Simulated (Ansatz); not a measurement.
# MoS2: equation of state

An exercise on one series of results from a longer session: the logs are not shown, and one member is left open.

Computed with Ansatz 0.2.0 (DFT LDA, scalar-relativistic, unless a step's input says otherwise).

## The starting structure

It takes space group R3m (No. 160, trigonal). The conventional cell has a = 3.163 Å, b = 3.163 Å, c = 18.370 Å, α = 90.00°, β = 90.00°, γ = 120.00°. Around Mo (site symmetry 3m) lie 6 S at 2.36 Å. S (site symmetry 3m) has 3 Mo at 2.36 Å in its first shell of neighbours.

As a file:

```
Mo S
1.0
     1.58150    0.91308    6.12333
    -1.58150    0.91308    6.12333
     0.00000   -1.82616    6.12333
Mo S
1 2
Direct
  0.00000 0.00000 0.00000
  0.74840 0.74840 0.74840
  0.58490 0.58490 0.58490
```

Atoms are numbered in the order of the input: Mo1, S2, S3.

The first run:

input.yaml

```yaml
crystal:
  lattice:
    - [1.5492157804, 0.8944401478, 5.9983290071]
    - [-1.5492157804, 0.8944401478, 5.9983290071]
    - [0.0, -1.7888802957, 5.9983290071]
  atoms:
    - { symbol: Mo, position: [0.0, 0.0, 0.0] }
    - { symbol: S, position: [0.7484, 0.7484, 0.7484] }
    - { symbol: S, position: [0.5849, 0.5849, 0.5849] }
kpoints:
  mp_grid: { grid: [15, 15, 15] }
  band_path:
    path:
      - [0.0, 0.0, 0.0]
      - [0.5, 0.5, 0.5]
      - [0.8185098338, 0.1814901662, 0.5]
      - [0.5, -0.1814901662, 0.1814901662]
      - [0.5, 0.0, 0.0]
      - [0.0, 0.0, 0.0]
      - [0.3407450831, -0.3407450831, 0.0]
      - [0.6592549169, 0.0, 0.3407450831]
      - [0.5, 0.0, 0.5]
    npoints: 5
scf:
  occupations: { method: fermi_dirac, width: 0.05 }
hamiltonian:
  xc: lda
  pseudopotentials: { kind: all_electron, lapw: { basis_error: 0.001 } }
output:
  forces: true
  stress: true
  eigenvalues: true
```

Launch:

```bash
$ ansatz run input.yaml --threads 1 --pin off --max-ram 4096MiB --backend cpu --events-out ev --progress --plain --runs-dir out
```

Steps of the session up to this table: Volume × 0.94, LAPW; Volume × 0.94, PAW; Volume × 0.94, crystal datasets; Volume × 0.98, LAPW; Volume × 0.98, PAW; Volume × 0.98, crystal datasets; Volume × 1.01, LAPW; Volume × 1.01, PAW; Volume × 1.01, crystal datasets; Volume × 1.04, LAPW; Volume × 1.04, PAW; Volume × 1.04, crystal datasets.

One of the session's tables, all rows but one given; the rest of the session is left out.

```
          method  volume (Å³/atom)  gap on the k mesh (eV)  largest force (eV/Å)
            LAPW            16.624                    0.59                 2.076
            LAPW            17.331                    0.61                 1.214
            LAPW            17.861                    0.62                 0.647
            LAPW            18.392                    0.63                 0.140
             PAW            16.624                    0.58                 2.070
             PAW            17.331                    0.60                 1.208
             PAW            17.861                    0.62                 0.642
             PAW            18.392                       ?                     ?
crystal datasets            16.624                    0.59                 2.076
crystal datasets            17.331                    0.61                 1.214
crystal datasets            17.861                    0.62                 0.647
crystal datasets            18.392                    0.63                 0.140
```

Q: Estimate the row for PAW, 18.392 from the others.

As computed: gap on the k mesh (eV): 0.62; largest force (eV/Å): 0.136.

Caveats from the session: Warnings in the runs' records: gradients without spin orbit, crystal datasets made.
